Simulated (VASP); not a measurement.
# ZnO (P6_3mc) in VASP: band structure with HSE06

Aim: the band structure of ZnO with HSE06.

All numbers are computed with VASP 6.6.1; they aren't measurements. Logs are shortened: lines on timing, memory, paths and dates and some standing lists are left out, and cuts for length are marked.

**What was measured.**

“Electronic structure of alkaline earth and post-transition metal oxides”, 2009, arxiv:0908.1581 quotes, for a bulk crystal of ZnO: band gap 3.37 eV.

The results are compared with them further down.

### Step 1. The crystal as given

The structure is hexagonal, space group P6_3mc (No. 186). The conventional cell has a = 3.249 Å, b = 3.249 Å, c = 5.206 Å, α = 90.00°, β = 90.00°, γ = 120.00°. Around Zn (site symmetry 3m) lie 4 O at 1.97 to 1.98 Å. O (site symmetry 3m) has 4 Zn at 1.97 to 1.98 Å as nearest neighbours.

### Step 2. Band structure, HSE06

POSCAR

```
ZnO
1.0
    3.2493080000      0.0000000000      0.0000000000
   -1.6246540000      2.8139832700      0.0000000000
    0.0000000000      0.0000000000      5.2057090000
Zn O
2 2
Direct
    0.3333333300      0.6666666700      0.5000000000
    0.6666666700      0.3333333300      0.0000000000
    0.6666666700      0.3333333300      0.3790100000
    0.3333333300      0.6666666700      0.8790100000
```

INCAR.step1

```
PREC = Accurate
ENCUT = 520
EDIFF = 1E-5
ISMEAR = 0
SIGMA = 0.02
LREAL = False
LASPH = True
NELM = 100
ALGO = Normal
ISIF = 2
LWAVE = True
LCHARG = False
NBANDS = 26
GGA = PE
```

INCAR.step2

```
PREC = Accurate
ENCUT = 520
EDIFF = 1E-7
ISMEAR = 0
SIGMA = 0.02
LREAL = False
LASPH = True
NELM = 100
ALGO = Normal
ISIF = 2
LWAVE = False
LCHARG = False
GGA = PE
LHFCALC = True
HFSCREEN = 0.2
PRECFOCK = Fast
NBANDS = 26
ISTART = 1
```

KPOINTS

```
Automatic mesh
0
Gamma
  6 6 4
```

KPOINTS_OPT

```
path GMKGALHA,LM,KH
10
line-mode
reciprocal
 0.0000000000  0.0000000000  0.0000000000  G
 0.5000000000  0.0000000000  0.0000000000  M

 0.5000000000  0.0000000000  0.0000000000  M
 0.3333333333  0.3333333333  0.0000000000  K

 0.3333333333  0.3333333333  0.0000000000  K
 0.0000000000  0.0000000000  0.0000000000  G

 0.0000000000  0.0000000000  0.0000000000  G
 0.0000000000  0.0000000000  0.5000000000  A

 0.0000000000  0.0000000000  0.5000000000  A
 0.5000000000  0.0000000000  0.5000000000  L

 0.5000000000  0.0000000000  0.5000000000  L
 0.3333333333  0.3333333333  0.5000000000  H

 0.3333333333  0.3333333333  0.5000000000  H
 0.0000000000  0.0000000000  0.5000000000  A

 0.5000000000  0.0000000000  0.5000000000  L
 0.5000000000  0.0000000000  0.0000000000  M

 0.3333333333  0.3333333333  0.0000000000  K
 0.3333333333  0.3333333333  0.5000000000  H
```

Potentials or basis: VASP PAW PBE potentials, release 64 (Zn, O).

Launch:

```bash
$ cat potpaw_PBE.64/Zn/POTCAR potpaw_PBE.64/O/POTCAR > POTCAR
$ cp INCAR.step1 INCAR
$ mpirun -np 1 vasp_std > vasp.out
$ cp INCAR.step2 INCAR
$ mpirun -np 1 vasp_std > vasp.out
```

OUTCAR:

```text
PREC = Accurate
   ENCUT = 520
   EDIFF = 1E-7
   ISMEAR = 0
   LREAL = False
   LASPH = True
   NELM = 100
   ISIF = 2
   GGA = PE
   LHFCALC = True
   HFSCREEN = 0.2
   PRECFOCK = Fast
   ISTART = 1

 ion  position               nearest neighbor table
   1  0.333  0.667  0.500-   4 1.97   3 1.98   3 1.98   3 1.98
   2  0.667  0.333  0.000-   3 1.97   4 1.98   4 1.98   4 1.98
   3  0.667  0.333  0.379-   2 1.97   1 1.98   1 1.98   1 1.98
   4  0.333  0.667  0.879-   1 1.97   2 1.98   2 1.98   2 1.98

  LATTYP: Found a hexagonal cell.
 ALAT       =     3.2493080000
 C/A-ratio  =     1.6020977390

  Lattice vectors:

 A1 = (   3.2493080000,   0.0000000000,   0.0000000000)
 A2 = (  -1.6246540000,   2.8139832700,   0.0000000000)
 A3 = (   0.0000000000,   0.0000000000,   5.2057090000)

Analysis of symmetry for initial positions (statically):
=====================================================================
 Subroutine PRICEL returns:
 Original cell was already a primitive cell.

 Routine SETGRP: Setting up the symmetry group for a
 hexagonal supercell.

 Subroutine GETGRP returns: Found 12 space group operations
 (whereof  6 operations were pure point group operations)
 out of a pool of 24 trial point group operations.

The static configuration has the point symmetry C_3v.
 The point group associated with its full space group is C_6v.

Analysis of symmetry for dynamics (positions and initial velocities):
=====================================================================
 Subroutine PRICEL returns:
 Original cell was already a primitive cell.

 Routine SETGRP: Setting up the symmetry group for a
 hexagonal supercell.

 Subroutine GETGRP returns: Found 12 space group operations
 (whereof  6 operations were pure point group operations)
 out of a pool of 24 trial point group operations.

The dynamic configuration has the point symmetry C_3v.
 The point group associated with its full space group is C_6v.

 Subroutine INISYM returns: Found 12 space group operations
 (whereof  6 operations are pure point group operations),
 and found     1 'primitive' translations

----------------------------------------------------------------------------------------

                                     Primitive cell

  volume of cell :      47.5984

  direct lattice vectors                    reciprocal lattice vectors
     3.249308000  0.000000000  0.000000000     0.307757836  0.177684070  0.000000000
    -1.624654000  2.813983270  0.000000000     0.000000000  0.355368140  0.000000000
     0.000000000  0.000000000  5.205709000     0.000000000  0.000000000  0.192096792

  length of vectors
     3.249308000  3.249307998  5.205709000     0.355368140  0.355368140  0.192096792

  position of ions in fractional coordinates (direct lattice)
     0.333333330  0.666666670  0.500000000
     0.666666670  0.333333330  0.000000000
     0.666666670  0.333333330  0.379010000
     0.333333330  0.666666670  0.879010000

  ion indices of the primitive-cell ions
   primitive index   ion index
                 1           1
                 2           2
                 3           3
                 4           4

----------------------------------------------------------------------------------------

 KPOINTS: Automatic mesh

Automatic generation of k-mesh.
 Grid dimensions read from file:
 generate k-points for:    6    6    4

 Generating k-lattice:

  Cartesian coordinates                     Fractional coordinates (reciprocal lattice)
     0.051292973  0.029614012  0.000000000     0.166666667  0.000000000  0.000000000
     0.000000000  0.059228023  0.000000000     0.000000000  0.166666667  0.000000000
     0.000000000  0.000000000  0.048024198     0.000000000  0.000000000  0.250000000

  Length of vectors
     0.059228023  0.059228023  0.048024198

  Shift w.r.t. Gamma in fractional coordinates (k-lattice)
     0.000000000  0.000000000  0.000000000

 Subroutine IBZKPT returns following result:
 ===========================================

 Found     21 irreducible k-points:

 Following reciprocal coordinates:
            Coordinates               Weight
  0.000000  0.000000  0.000000      1.000000
  0.166667  0.000000  0.000000      6.000000
  0.333333  0.000000  0.000000      6.000000
  0.500000  0.000000  0.000000      3.000000
  0.166667  0.166667  0.000000      6.000000
  0.333333  0.166667  0.000000     12.000000
[... 13 lines left out ...]
  0.333333  0.166667  0.500000     12.000000
  0.333333  0.333333  0.500000      2.000000
   k-points           NKPTS =     21   k-points in BZ     NKDIM =    144   number of bands    NBANDS=     26
   number of dos      NEDOS =    301   number of ions     NIONS =      4
   total plane-waves  NPLWV =  23040
   dimension x,y,z NGX =    24 NGY =   24 NGZ =   40
   dimension x,y,z NGXF=    48 NGYF=   48 NGZF=   80
   ions per type =               2   2
   NGX,Y,Z   is equivalent  to a cutoff of  12.28, 12.28, 12.77 a.u.
   NGXF,Y,Z  is equivalent  to a cutoff of  24.56, 24.56, 25.55 a.u.
 SYSTEM =  unknown system
   PREC   = accura    normal or accurate (medium, high low for compatibility)
   ISTART =      1    job   : 0-new  1-cont  2-samecut
   ICHARG =      0    charge: 1-file 2-atom 10-const
   ISPIN  =      1    spin polarized calculation?
   LNONCOLLINEAR =      F non collinear calculations
   LSORBIT =      F    spin-orbit coupling
   LASPH  =      T    aspherical Exc in radial PAW
   ENCUT  =  520.0 eV  38.22 Ry    6.18 a.u.   6.04  6.04  9.68*2*pi/ulx,y,z
   NELM   =    100;   NELMIN=  2; NELMDL=  0     # of ELM steps
   EDIFF  = 0.1E-06   stopping-criterion for ELM
   LREAL  =      F    real-space projection
   EDIFFG = 0.1E-05   stopping-criterion for IOM
   NSW    =      0    number of steps for IOM
   IBRION =     -1    ionic relax: 0-MD 1-quasi-New 2-CG
   NFREE  =      0    steps in history (QN), initial steepest desc. (CG)
   ISIF   =      2    stress and relaxation
   ISYM   =      3    0-nonsym 1-usesym 2-fastsym
   POTIM  = 0.5000    time-step for ionic-motion
   TEBEG  =    0.0;   TEEND  =   0.0 temperature during run
   PSTRESS=    0.0 pullay stress
   NELECT =      36.0000    total number of electrons
   NUPDOWN=      -1.0000    fix difference up-down
   EMIN   =  10.00;   EMAX   =-10.00  energy-range for DOS
   EFERMI =   0.00;   METHOD = LEGACY
   ISMEAR =     0;   SIGMA  =   0.02  broadening in eV -4-tet -1-fermi 0-gaus
   EFERMI_NEDOS =   21; number of points for ismear=-14 and -15
   IALGO  =     38    algorithm
   IMIX   =      1    mixing-type and parameters
     AMIX     =   0.40;   BMIX     =  1.00
     AMIX_MAG =   1.60;   BMIX_MAG =  1.00
  volume/ion in A,a.u.               =      11.90        80.30
  Fermi-wavevector in a.u.,A,eV,Ry     =   1.491574  2.818667 30.270160  2.224794
  Thomas-Fermi vector in A             =   2.604212
   LORBIT       =      0    0 simple, 1 ext, 2 COOP (PROOUT), +10 PAW based schemes
   GGA     = PE    functional components
   LHFCALC =     T    Hartree Fock is set to
   PRECFOCK=fast      Normal, Fast or Accurate (Low or Medium for compatibility)
   ENCUT4O =  -1.0   cutoff for four orbital integrals eV
   NKREDX  =     1    reduce k-point grid by
   NKREDY  =     1    reduce k-point grid by
   NKREDZ  =     1    reduce k-point grid by
   AEXX    =    0.2500 exact exchange contribution
   HFSCREEN=    0.2000 screening length (either q_TF or 0.3 A-1)
   HFSCREENC=   0.2000 screening length for correlation (either q_TF or 0.3 A-1)
   ENCUTFOCK=  -1.0 apply spherical cutoff to Coloumb kernel
   IVDW    =     0    specifies the selected vdW correction
   LEPSILON=     F    determine dielectric tensor
   LRPA    =     F    only Hartree local field effects (RPA)
 non-spin polarized calculation
 Gauss-broadening in eV      SIGMA  =   0.02
  energy-cutoff  :      520.00
  volume of cell :       47.60
 maximum number of plane-waves:      1302
  NGX = 14; NGY = 14; NGZ = 24

 number of electron      36.0000017 magnetization

 Free energy of the ion-electron system (eV)
  ---------------------------------------------------
  ext. energy  EPLUGINS =         0.00000000
  ---------------------------------------------------
  free energy    TOTEN  =       -22.75527845 eV

  energy without entropy =      -22.75527845  energy(sigma->0) =      -22.75527845

 E-fermi :   0.0293     XC(G=0):  -8.9051

 val. band max:       -0.0714114305   @ k =   0.0000   0.0000   0.0000
 cond. band min:       2.4268487751   @ k =   0.0000   0.0000   0.0000
 fundamental gap:      2.4982602057
 Fermi energy:         0.0292937192

 k-point     1 :       0.0000    0.0000    0.0000
  band No.  band energies     occupation
      1     -19.5619      2.00000
      2     -18.8072      2.00000
      3      -6.7019      2.00000
      4      -6.7019      2.00000
      5      -6.6733      2.00000
      6      -6.5017      2.00000
[... 18 lines left out ...]
     25      16.3479      0.00000
     26      16.3479      0.00000

 k-point     2 :       0.1667    0.0000    0.0000
  band No.  band energies     occupation
      1     -19.4108      2.00000
      2     -18.7444      2.00000
      3      -6.7770      2.00000
      4      -6.6205      2.00000
      5      -6.5928      2.00000
      6      -6.4722      2.00000
[... 18 lines left out ...]
     25      16.2319      0.00000
     26      16.5673      0.00000

 k-point     3 :       0.3333    0.0000    0.0000
  band No.  band energies     occupation
      1     -19.0717      2.00000
      2     -18.6407      2.00000
      3      -6.8225      2.00000
      4      -6.5192      2.00000
      5      -6.4938      2.00000
      6      -6.2249      2.00000
[... 485 lines left out ...]
 k-point    20 :       0.3333    0.1667    0.5000
  band No.  band energies     occupation
      1     -18.7337      2.00000
      2     -18.7337      2.00000
      3      -6.7260      2.00000
      4      -6.7260      2.00000
      5      -6.2868      2.00000
      6      -6.2868      2.00000
[... 18 lines left out ...]
     25      16.3143      0.00000
     26      16.3143      0.00000

 k-point    21 :       0.3333    0.3333    0.5000
  band No.  band energies     occupation
      1     -18.6759      2.00000
      2     -18.6759      2.00000
      3      -6.5408      2.00000
      4      -6.5408      2.00000
      5      -6.3954      2.00000
      6      -6.3954      2.00000
[... 18 lines left out ...]
     25      17.6424      0.00000
     26      17.6424      0.00000

------------------------ aborting loop because EDIFF is reached ----------------------------------------

  FORCE on cell =-STRESS in cart. coord.  units (eV):
  Direction    XX          YY          ZZ          XY          YZ          ZX
  --------------------------------------------------------------------------------------
  -------------------------------------------------------------------------------------
  Total        0.3774497      0.3774497      0.7998232      0.0000000      0.0000000      0.0000000
  in kB       12.7050805     12.7050804     26.9223076      0.0000000      0.0000000      0.0000000
  external PRESSURE =      17.4441562 kB  Pullay stress =       0.0000000 kB

 VOLUME and BASIS-vectors are now :
 -----------------------------------------------------------------------------
  energy-cutoff  :      520.00
  volume of cell :       47.60
      direct lattice vectors                 reciprocal lattice vectors
     3.249308000  0.000000000  0.000000000     0.307757836  0.177684070  0.000000000
    -1.624654000  2.813983270  0.000000000     0.000000000  0.355368140  0.000000000
     0.000000000  0.000000000  5.205709000     0.000000000  0.000000000  0.192096792

 POSITION                                       TOTAL-FORCE (eV/Angst)
 -----------------------------------------------------------------------------------
     -0.00000      1.87599      2.60285        -0.000000     -0.000000     -0.082706
      1.62465      0.93799      0.00000         0.000000     -0.000000     -0.082706
      1.62465      0.93799      1.97302         0.000000     -0.000000      0.082706
     -0.00000      1.87599      4.57587        -0.000000      0.000000      0.082706
 -----------------------------------------------------------------------------------
    total drift:                               -0.000004      0.000006     -0.001849

  FREE ENERGIE OF THE ION-ELECTRON SYSTEM (eV)
  ---------------------------------------------------
  free  energy   TOTEN  =       -22.7552784510 eV

  energy  without entropy=      -22.7552784510  energy(sigma->0) =      -22.75527845
```

It took 3.2 h on 1 thread of Intel Xeon Platinum 8488C (Sapphire Rapids), shared host; peak memory 0.37 GiB.

Results:

```
Free energy             : -22.7553 eV
Pressure                : 1.7 GPa
Largest force           : 0.083 eV/Å
Band gap on the k mesh  : 2.50 eV, direct
Band gap along the path : 2.50 eV, direct
```

Forces on the atoms (eV/Å):
```
Zn   0.000  0.000 -0.083
Zn   0.000  0.000 -0.083
O    0.000  0.000  0.083
O    0.000  0.000  0.083
```

Levels at the corners of the path, in eV from the valence-band top:
| point | band 15 | band 16 | band 17 | band 18 | band 19 | band 20 | band 21 | band 22 |
| --- | --- | --- | --- | --- | --- | --- | --- | --- |
| Γ | -0.87 | -0.06 | 0.00 | 0.00 | 2.50 | 7.21 | 10.36 | 15.00 |
| M | -3.06 | -2.40 | -1.40 | -0.87 | 7.80 | 8.69 | 9.44 | 10.79 |
| M | -3.06 | -2.40 | -1.40 | -0.87 | 7.80 | 8.69 | 9.44 | 10.79 |
| K | -3.89 | -2.10 | -2.10 | -1.84 | 9.41 | 9.92 | 9.92 | 10.06 |
| K | -3.89 | -2.10 | -2.10 | -1.84 | 9.41 | 9.92 | 9.92 | 10.06 |
| Γ | -0.87 | -0.06 | 0.00 | 0.00 | 2.50 | 7.21 | 10.36 | 15.00 |
| Γ | -0.87 | -0.06 | 0.00 | 0.00 | 2.50 | 7.21 | 10.36 | 15.00 |
| A | -0.43 | -0.43 | -0.43 | -0.43 | 5.26 | 5.26 | 12.24 | 12.24 |
| A | -0.43 | -0.43 | -0.43 | -0.43 | 5.26 | 5.26 | 12.24 | 12.24 |
| L | -1.60 | -1.60 | -1.44 | -1.44 | 7.55 | 7.55 | 10.70 | 10.70 |
| L | -1.60 | -1.60 | -1.44 | -1.44 | 7.55 | 7.55 | 10.70 | 10.70 |
| H | -2.94 | -2.94 | -1.28 | -1.28 | 9.87 | 9.87 | 10.07 | 10.07 |
| H | -2.94 | -2.94 | -1.28 | -1.28 | 9.87 | 9.87 | 10.07 | 10.07 |
| A | -0.43 | -0.43 | -0.43 | -0.43 | 5.26 | 5.26 | 12.24 | 12.24 |
| L | -1.60 | -1.60 | -1.44 | -1.44 | 7.55 | 7.55 | 10.70 | 10.70 |
| M | -3.06 | -2.40 | -1.40 | -0.87 | 7.80 | 8.69 | 9.44 | 10.79 |
| K | -3.89 | -2.10 | -2.10 | -1.84 | 9.41 | 9.92 | 9.92 | 10.06 |
| H | -2.94 | -2.94 | -1.28 | -1.28 | 9.87 | 9.87 | 10.07 | 10.07 |

Caveat: the PAW data sets were made with another functional, which shifts forces and pressure a little.

### Step 3. How close it comes

Step 2. A measured gap of ZnO is 3.37 eV (quoted in “Electronic structure of alkaline earth and post-transition metal oxides”, 2009, arxiv:0908.1581); the calculated 2.50 eV misses it by -0.87 eV. The value is that of HSE06, without temperature or zero-point motion.
